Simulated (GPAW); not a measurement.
# InSe: dielectric tensor with BLYP

The system is InSe.

```
In Se
1.0
     2.00000    1.15470    8.44000
    -2.00000    1.15470    8.44000
     0.00000   -2.30940    8.44000
In Se
2 2
Direct
  0.88860 0.88860 0.88860
  0.00000 0.00000 0.00000
  0.17190 0.17190 0.17190
  0.38350 0.38350 0.38350
```

```yaml
Program: GPAW 26.7.0
Task: dielectric tensor
Functional: BLYP
Potentials_or_basis: PAW data sets generated in the run's folder for this functional
Cutoff: 450 eV
Basis: pw
k_mesh: 6 × 6 × 6
Occupations: fermi-dirac, width 0.05 eV
Spin: no spin polarisation
Response_ecut: 150 eV
Maxiter: 60
Response_k_mesh: 5 × 5 × 5
Response_bands: 51
Kernels: "[\"RPA\", \"LR0.3\", \"Bootstrap\"]"
Coarser_k_mesh: 4 × 4 × 4
```

```yaml
Band_gap_on_the_k_mesh: 0.36 eV, direct
Electronic_dielectric_tensor_diagonal: 8.07, 8.07, 6.69
```

Electronic dielectric tensor:
```
8.07 0.00 0.00
0.00 8.07 0.00
0.00 0.00 6.69
```

It took 9.4 min on 1 thread of Arm Neoverse V2, with other jobs on the host, peak memory 0.74 GiB.

Caveat: the k mesh is coarse; the dielectric constant isn't converged in the k mesh; the gap is small at this level, which inflates the dielectric constant; the long-wavelength limit can be off by a per cent or two; spin-orbit coupling is left out, which moves the levels of the heavy elements; an odd mesh through Γ misses points on the zone boundary, where band edges often lie; the program warned that so skewed a cell can give wrong results. As with any semilocal functional, this BLYP gap is likely too small.
